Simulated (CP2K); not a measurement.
# ZnS (Wurtzite-4H) (P6_3mc) in CP2K: a series of runs

Aim: see how the results for ZnS (Wurtzite-4H) move with the level of theory and the settings. Levels: LDA, PBEsol, r2SCAN, TB-mBJ. Tasks: band structure.

All numbers are computed with CP2K 2026.2; they aren't measurements. Logs are shortened: lines on timing, memory, paths and dates and some standing lists are left out, and cuts for length are marked.

**What was measured.**

From a printed reference work, monograph, for a bulk crystal of ZnS at 4 K: band gap 3.911 eV (direct).

The results are compared with them further down.

### 1 The structure

The structure is hexagonal, space group P6_3mc (No. 186). The conventional cell has a = 3.823 Å, b = 3.823 Å, c = 12.520 Å, α = 90.00°, β = 90.00°, γ = 120.00°. Around Zn (site symmetry 3m) lie 4 S at 2.34 to 2.35 Å. Around Zn (site symmetry 3m) lie 4 S at 2.34 to 2.35 Å. S (site symmetry 3m) has 4 Zn at 2.34 to 2.35 Å as nearest neighbours. Around S (site symmetry 3m) lie 4 Zn at 2.34 to 2.35 Å.

### 2 Band structure, LDA

zns_bands.inp

```
&GLOBAL
  PROJECT zns_bands
  RUN_TYPE ENERGY_FORCE
  PRINT_LEVEL LOW
&END GLOBAL
&FORCE_EVAL
  METHOD QS
  STRESS_TENSOR ANALYTICAL
  &DFT
    BASIS_SET_FILE_NAME BASIS_MOLOPT_UZH
    POTENTIAL_FILE_NAME GTH_POTENTIALS
    &MGRID
      CUTOFF 450
      REL_CUTOFF 60
      NGRIDS 4
    &END MGRID
    &QS
      METHOD GPW
      EPS_DEFAULT 1.0E-9
    &END QS
    &KPOINTS
      SCHEME MONKHORST-PACK 8 8 3
      GAMMA_CENTERED T
      SYMMETRY T
      SYMMETRY_BACKEND SPGLIB
    &END KPOINTS
    &SCF
      SCF_GUESS ATOMIC
      EPS_SCF 1.0E-6
      MAX_SCF 100
      ADDED_MOS 22
      CHOLESKY OFF
      EPS_EIGVAL 1.0E-7
      &DIAGONALIZATION ON
        ALGORITHM STANDARD
      &END DIAGONALIZATION
      &MIXING ON
        METHOD BROYDEN_MIXING
        ALPHA 0.4
        BETA 1.5
        NBUFFER 8
      &END MIXING
      &SMEAR ON
        METHOD FERMI_DIRAC
        ELECTRONIC_TEMPERATURE [K] 300.557
      &END SMEAR
    &END SCF
    &XC
      &XC_FUNCTIONAL
        &LDA_X
        &END LDA_X
        &LDA_C_PW
        &END LDA_C_PW
      &END XC_FUNCTIONAL
    &END XC
    &PRINT
      &KPOINTS ON
      &END KPOINTS
      &MULLIKEN ON
      &END MULLIKEN
      &MO ON
        ENERGIES T
        OCCUPATION_NUMBERS T
        &EACH
          QS_SCF 0
        &END EACH
        ADD_LAST NUMERIC
      &END MO
      &BAND_STRUCTURE
        FILE_NAME bands.bs
        ADDED_MOS 2
        &KPOINT_SET
          UNITS B_VECTOR
          NPOINTS 8
          SPECIAL_POINT GAMMA 0.00000000 0.00000000 0.00000000
          SPECIAL_POINT M 0.50000000 0.00000000 0.00000000
          SPECIAL_POINT K 0.33333333 0.33333333 0.00000000
          SPECIAL_POINT GAMMA 0.00000000 0.00000000 0.00000000
          SPECIAL_POINT A 0.00000000 0.00000000 0.50000000
          SPECIAL_POINT L 0.50000000 0.00000000 0.50000000
          SPECIAL_POINT H 0.33333333 0.33333333 0.50000000
          SPECIAL_POINT A 0.00000000 0.00000000 0.50000000
        &END KPOINT_SET
        &KPOINT_SET
          UNITS B_VECTOR
          NPOINTS 8
          SPECIAL_POINT L 0.50000000 0.00000000 0.50000000
          SPECIAL_POINT M 0.50000000 0.00000000 0.00000000
        &END KPOINT_SET
        &KPOINT_SET
          UNITS B_VECTOR
          NPOINTS 8
          SPECIAL_POINT K 0.33333333 0.33333333 0.00000000
          SPECIAL_POINT H 0.33333333 0.33333333 0.50000000
        &END KPOINT_SET
      &END BAND_STRUCTURE
    &END PRINT
  &END DFT
  &SUBSYS
    &CELL
      A 3.8227000000 0.0000000000 0.0000000000
      B -1.9113500000 3.3105553110 0.0000000000
      C 0.0000000000 0.0000000000 12.5200000000
      PERIODIC XYZ
    &END CELL
    &COORD
      SCALED
      Zn  0.6666666667 0.3333333333 0.7500000000
      Zn  0.3333333333 0.6666666667 0.2500000000
      Zn  0.0000000000 0.0000000000 0.5000000000
      Zn  0.0000000000 0.0000000000 0.0000000000
      S   0.6666666667 0.3333333333 0.9375000000
      S   0.3333333333 0.6666666667 0.4375000000
      S   0.0000000000 0.0000000000 0.6875000000
      S   0.0000000000 0.0000000000 0.1875000000
    &END COORD
    &KIND Zn
      BASIS_SET TZVP-MOLOPT-PBE-GTH-q12
      POTENTIAL GTH-PADE-q12
    &END KIND
    &KIND S
      BASIS_SET TZVP-MOLOPT-PBE-GTH-q6
      POTENTIAL GTH-PADE-q6
    &END KIND
    &PRINT
      &ATOMIC_COORDINATES ON
      &END ATOMIC_COORDINATES
      &CELL ON
      &END CELL
      &SYMMETRY ON
      &END SYMMETRY
    &END PRINT
  &END SUBSYS
  &PRINT
    &FORCES ON
    &END FORCES
    &STRESS_TENSOR ON
    &END STRESS_TENSOR
  &END PRINT
&END FORCE_EVAL
```

Potentials or basis: GTH_POTENTIALS Zn GTH-PADE-q12, S GTH-PADE-q6; TZVP-MOLOPT-PBE-GTH basis.

Command:

```console
$ OMP_NUM_THREADS=1 mpirun -n 3 cp2k.psmp -i zns_bands.inp -o zns_bands.out
```

zns_bands.out:

```text

 CP2K| version string:                                       CP2K version 2026.2
 CP2K| Input file name                                             zns_bands.inp

 GLOBAL| Force Environment number                                              1
 GLOBAL| Basis set file name                                    BASIS_MOLOPT_UZH
 GLOBAL| Potential file name                                      GTH_POTENTIALS
 GLOBAL| MM Potential file name                                     MM_POTENTIAL
 GLOBAL| Coordinate file name                                      __STD_INPUT__
 GLOBAL| Method name                                                        CP2K
 GLOBAL| Project name                                                  zns_bands
 GLOBAL| Run type                                                   ENERGY_FORCE
 GLOBAL| FFT library                                                       FFTW3
 GLOBAL| Diagonalization library                                       ScaLAPACK
 GLOBAL| Cholesky decomposition library                                ScaLAPACK
 GLOBAL| DGEMM library                                                      BLAS
 GLOBAL| Direct generalized diagonalization requested                          F
 GLOBAL| Matrix multiplication library                                 ScaLAPACK
 GLOBAL| Global print level                                                  LOW
 GLOBAL| Total number of message passing processes                             3
 GLOBAL| Number of threads for this process                                    1
 GLOBAL| CPU model name           Intel(R) Xeon(R) Platinum 8259CL CPU @ 2.50GHz

 CELL| Volume [angstrom^3]:                                           158.443853
 CELL| Vector a [angstrom]:       3.823     0.000     0.000   |a| =     3.822700
 CELL| Vector b [angstrom]:      -1.911     3.311     0.000   |b| =     3.822700
 CELL| Vector c [angstrom]:       0.000     0.000    12.520   |c| =    12.520000
 CELL| Angle (b,c), alpha [degree]:                                    90.000000
 CELL| Angle (a,c), beta  [degree]:                                    90.000000
 CELL| Angle (a,b), gamma [degree]:                                   120.000000
 CELL| Numerically orthorhombic:                                              NO
 CELL| Periodicity                                                           XYZ

 CELL_REF| Volume [angstrom^3]:                                       158.443853
 CELL_REF| Vector a [angstrom     3.823     0.000     0.000   |a| =     3.822700
 CELL_REF| Vector b [angstrom    -1.911     3.311     0.000   |b| =     3.822700
 CELL_REF| Vector c [angstrom     0.000     0.000    12.520   |c| =    12.520000
 CELL_REF| Angle (b,c), alpha [degree]:                                90.000000
 CELL_REF| Angle (a,c), beta  [degree]:                                90.000000
 CELL_REF| Angle (a,b), gamma [degree]:                               120.000000
 CELL_REF| Numerically orthorhombic:                                          NO
 CELL_REF| Periodicity                                                       XYZ

 GENERATE|  Preliminary Number of Bonds generated:                             0
 GENERATE|  Achieved consistency in connectivity generation.

 *******************************************************************************
 *******************************************************************************
 **            Copyright (C) by CP2K developers group (2000-2026)             **
 *******************************************************************************

 TOTAL NUMBERS AND MAXIMUM NUMBERS

  Total number of            - Atomic kinds:                                   2
                             - Atoms:                                          8
                             - Shell sets:                                     8
                             - Shells:                                        68
                             - Primitive Cartesian functions:                 40
                             - Cartesian basis functions:                    232
                             - Spherical basis functions:                    204

  Maximum angular momentum of- Orbital basis functions:                        3
                             - Local part of the GTH pseudopotential:          0
                             - Non-local part of the GTH pseudopotential:      4

 MODULE QUICKSTEP: ATOMIC COORDINATES IN ANGSTROM

   Atom Kind Element         X             Y             Z       Z(eff)     Mass
      1    1 Zn   30      1.911350      1.103518      9.390000  12.0000  65.3800
      2    1 Zn   30     -0.000000      2.207037      3.130000  12.0000  65.3800
[... 92 lines left out ...]
     8 Broy./Diag. 0.40E+00    4.6     0.00050730      -283.0633619357  1.37E-02
     9 Broy./Diag. 0.40E+00    4.6     0.00011504      -283.0669791004 -3.62E-03
    10 Broy./Diag. 0.40E+00    4.6     0.00009518      -283.0704091928 -3.43E-03
    11 Broy./Diag. 0.40E+00    4.6     0.00001351      -283.0704508270 -4.16E-05
    12 Broy./Diag. 0.40E+00    4.6     0.00001826      -283.0702922432  1.59E-04
    13 Broy./Diag. 0.40E+00    4.6     0.00000248      -283.0702916997  5.43E-07
    14 Broy./Diag. 0.40E+00    4.7     0.00000387      -283.0702843937  7.31E-06
    15 Broy./Diag. 0.40E+00    4.7     0.00000398      -283.0702995534 -1.52E-05
    16 Broy./Diag. 0.40E+00    4.7     0.00000372      -283.0703090610 -9.51E-06
    17 Broy./Diag. 0.40E+00    4.6     0.00000199      -283.0703094710 -4.10E-07
    18 Broy./Diag. 0.40E+00    4.7     0.00000137      -283.0703046462  4.82E-06
    19 Broy./Diag. 0.40E+00    4.7     0.00000018      -283.0703030062  1.64E-06

  *** SCF run converged in    19 steps ***

  Electronic density on regular grids:        -71.9999989527        0.0000010473
  Core density on regular grids:               71.9999999303       -0.0000000697
  Total charge density on r-space grids:        0.0000009776
  Total charge density g-space grids:           0.0000009776

  Overlap energy of the core charge distribution:               0.00000000535807
  Self energy of the core charge distribution:               -415.31939091414665
  Core Hamiltonian energy:                                    122.24406600731628
  Hartree energy:                                              54.06772818376605
  Exchange-correlation energy:                                -44.06270628853306
  Electronic entropic energy:                                  -0.00000000000048
  Fermi energy:                                                 0.15573730783516

  Total energy:                                              -283.07030300623984
  Total energy (extrapolated to T->0):                       -283.07030300623961

 MO| EIGENVALUES AND OCCUPATION NUMBERS FOR K POINT 1
 MO|
 MO|  Index      Eigenvalue [a.u.]        Eigenvalue [eV]             Occupation
 MO|      1              -0.334442              -9.100626               2.000000
 MO|      2              -0.333384              -9.071837               2.000000
 MO|      3              -0.330787              -9.001165               2.000000
 MO|      4              -0.329938              -8.978059               2.000000
 MO|      5              -0.127920              -3.480867               2.000000
 MO|      6              -0.127721              -3.475476               2.000000
[... 895 lines left out ...]
 MO|     57               0.569334              15.492353               0.000000
 MO|     58               0.569700              15.502325               0.000000
 MO| Sum:                                                              72.000000
 MO| E(Fermi):            0.155737 a.u.          4.237828 eV
 MO| Band gap:            0.143014 a.u.          3.891608 eV

 [... the levels of further k-points ...]

 !-----------------------------------------------------------------------------!
                     Mulliken Population Analysis

 #  Atom  Element  Kind  Atomic population                           Net charge
       1     Zn       1         11.871398                              0.128602
       2     Zn       1         11.871404                              0.128596
       3     Zn       1         11.883667                              0.116333
       4     Zn       1         11.883668                              0.116332
       5     S        2          6.121077                             -0.121077
       6     S        2          6.121077                             -0.121077
       7     S        2          6.123855                             -0.123855
       8     S        2          6.123855                             -0.123855
 # Total charge                             72.000000                 -0.000000

 !-----------------------------------------------------------------------------!

 KPOINTS| Band Structure Calculation
 KPOINTS| Number of k-point sets                                               3
 KPOINTS| Number of added MOs/bands                                            2
 KPOINTS| Number of k-points in set    1                                      57
 KPOINTS| In units of b-vector [2pi/Bohr]
 KPOINTS| Special point     1       GAMMA     0.000000     0.000000     0.000000
 KPOINTS| Special point     2           M     0.500000     0.000000     0.000000
 KPOINTS| Special point     3           K     0.333333     0.333333     0.000000
 KPOINTS| Special point     4       GAMMA     0.000000     0.000000     0.000000
 KPOINTS| Special point     5           A     0.000000     0.000000     0.500000
 KPOINTS| Special point     6           L     0.500000     0.000000     0.500000
 KPOINTS| Special point     7           H     0.333333     0.333333     0.500000
 KPOINTS| Special point     8           A     0.000000     0.000000     0.500000
 KPOINTS| Number of k-points in set    2                                       9
 KPOINTS| In units of b-vector [2pi/Bohr]
 KPOINTS| Special point     1           L     0.500000     0.000000     0.500000
 KPOINTS| Special point     2           M     0.500000     0.000000     0.000000
 KPOINTS| Number of k-points in set    3                                       9
 KPOINTS| In units of b-vector [2pi/Bohr]
 KPOINTS| Special point     1           K     0.333333     0.333333     0.000000
 KPOINTS| Special point     2           H     0.333333     0.333333     0.500000

 ENERGY| Total FORCE_EVAL ( QS ) energy [hartree]           -283.070304428060183

 FORCES| Atomic forces [hartree/bohr]
 FORCES|   Atom     x               y               z               |f|
 FORCES|      1  2.92699913E-09 -2.94401701E-09  3.57260502E-05   3.57260504E-05
 FORCES|      2 -2.85003532E-09  2.99195942E-09  3.57352722E-05   3.57352724E-05
 FORCES|      3 -2.56125519E-09  2.21703418E-09  3.85770404E-04   3.85770404E-04
 FORCES|      4  2.43307731E-09 -2.33820084E-09  3.85720883E-04   3.85720883E-04
 FORCES|      5 -3.74781110E-09 -4.23867555E-08  3.40372704E-04   3.40372707E-04
 FORCES|      6  3.75436203E-09  4.24738153E-08  3.40371819E-04   3.40371822E-04
 FORCES|      7 -7.81534007E-10 -1.63083859E-08 -7.60768845E-04   7.60768845E-04
 FORCES|      8  8.26196353E-10  1.62945824E-08 -7.60758785E-04   7.60758785E-04
 FORCES| Sum    -8.01386606E-16  3.20427405E-14  2.16950320E-06
 FORCES| Total atomic force                                       2.16950320E-06

 STRESS| Analytical stress tensor [bar]
 STRESS|                        x                   y                   z
 STRESS|      x       -4.54607684095E+04  -1.47142539032E-02  -3.30970049667E-05
 STRESS|      y       -1.47142539032E-02  -4.54610831299E+04  -5.96768144145E-04
 STRESS|      z       -3.30970049667E-05  -5.96768144145E-04  -4.69466835853E+04
 STRESS| 1/3 Trace                                            -4.59561783749E+04
 STRESS| Determinant                                          -9.70245124664E+13

 STRESS| Eigenvectors and eigenvalues of the analytical stress tensor [bar]
 STRESS|                        1                   2                   3
 STRESS| Eigenvalues  -4.69466835853E+04  -4.54610838164E+04  -4.54607677231E+04
 STRESS|      x           0.000000022278      0.046600978184      0.998913584267
 STRESS|      y           0.000000401702      0.998913584267     -0.046600978184
 STRESS|      z           1.000000000000     -0.000000402304     -0.000000003534
```

Wall time 1.7 min (3 MPI ranks of Intel Xeon Platinum 8259CL at 2.50GHz (Skylake/Cascade Lake), shared host).

Results:

```yaml
Free_energy: -7702.7347 eV
Pressure: -4.6 GPa
Largest_force: 0.039 eV/Å
Band_gap_on_the_k_mesh: 1.81 eV, direct
Band_gap_along_the_path: 1.81 eV, direct
Mulliken_charges: Zn +0.13, +0.12; S -0.12 e
```

Forces in eV/Å, atoms in the order of the input:
```
Zn   0.000  0.000  0.002
Zn   0.000  0.000  0.002
Zn   0.000  0.000  0.020
Zn   0.000  0.000  0.020
S    0.000  0.000  0.018
S    0.000  0.000  0.018
S    0.000  0.000 -0.039
S    0.000  0.000 -0.039
```

Stress tensor (GPa, compression positive):
```
-4.55  0.00  0.00
 0.00 -4.55  0.00
 0.00  0.00 -4.69
```

Levels at the corners of the path, in eV from the valence-band top:
| point | band 33 | band 34 | band 35 | band 36 | band 37 | band 38 | band 39 | band 40 |
| --- | --- | --- | --- | --- | --- | --- | --- | --- |
| Γ | -0.47 | -0.04 | 0.00 | 0.00 | 1.81 | 2.94 | 3.12 | 3.36 |
| M | -1.63 | -1.61 | -1.14 | -0.90 | 3.07 | 3.14 | 3.59 | 4.17 |
| K | -2.35 | -1.80 | -1.80 | -1.36 | 4.32 | 4.78 | 4.78 | 5.09 |
| Γ | -0.47 | -0.04 | 0.00 | 0.00 | 1.81 | 2.94 | 3.12 | 3.36 |
| A | -0.15 | -0.15 | -0.15 | -0.15 | 2.72 | 2.72 | 3.05 | 3.05 |
| L | -1.55 | -1.55 | -1.13 | -1.13 | 3.48 | 3.48 | 3.82 | 3.82 |
| H | -1.85 | -1.85 | -1.65 | -1.65 | 4.22 | 4.22 | 5.03 | 5.03 |
| A | -0.15 | -0.15 | -0.15 | -0.15 | 2.72 | 2.72 | 3.05 | 3.05 |
| L | -1.55 | -1.55 | -1.13 | -1.13 | 3.48 | 3.48 | 3.82 | 3.82 |
| M | -1.63 | -1.61 | -1.14 | -0.90 | 3.07 | 3.14 | 3.59 | 4.17 |
| K | -2.35 | -1.80 | -1.80 | -1.36 | 4.32 | 4.78 | 4.78 | 5.09 |
| H | -1.85 | -1.85 | -1.65 | -1.65 | 4.22 | 4.22 | 5.03 | 5.03 |

Caveat: Mulliken charges move with the basis; the basis of atomic orbitals isn't converged, which shifts pressures, moduli and gaps.

(Continued in part 2 of 2.)
